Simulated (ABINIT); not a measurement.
Here is an ABINIT 10.8.3 (patched build) calculation.

Contents of run.abi:

```
# Pseudopotentials
pp_dirpath "./"
pseudos "Si.upf"

# Structure
acell 3*1.0 Angstrom
rprim
    -2.3713723045     2.3713723045     1.3292653899
     2.3713723045    -2.3713723045     1.3292653899
     2.3713723045     2.3713723045    -1.3292653899
ntypat 1
znucl 14
natom 2
typat 1 1
xcart
     0.0000000000     0.0000000000     1.3292653899
     2.3713723045     0.0000000000     0.6646326950 Angstrom

# Plane-wave basis
ecut 380.959407 eV

# k points
kptopt 1
ngkpt 8 8 8
nshiftk 1
shiftk 0.0 0.0 0.0

# Exchange and correlation
ixc 7

# Bands and occupations
nband 8
occopt 3
tsmear 0.00183747

# SCF cycle
nstep 100
tolvrs 1.0e-10

# Output
iomode 3
prtwf 0
prtden 0
prteig 0
prtebands 0
enunit 1
```

Potentials or basis: PseudoDojo NC SR LDA v0.4.1 standard.

Command:

```console
$ abinit run.abi > log 2>&1
```

Task: Predict the band gap on the k mesh.

Result: None (metal or under the smearing width).

Task: What does it give for the pressure?

Result: -1.0 GPa.

Stress tensor (GPa, compression positive):
```
-1.46  0.00  0.00
 0.00 -1.46  0.00
 0.00  0.00 -0.06
```
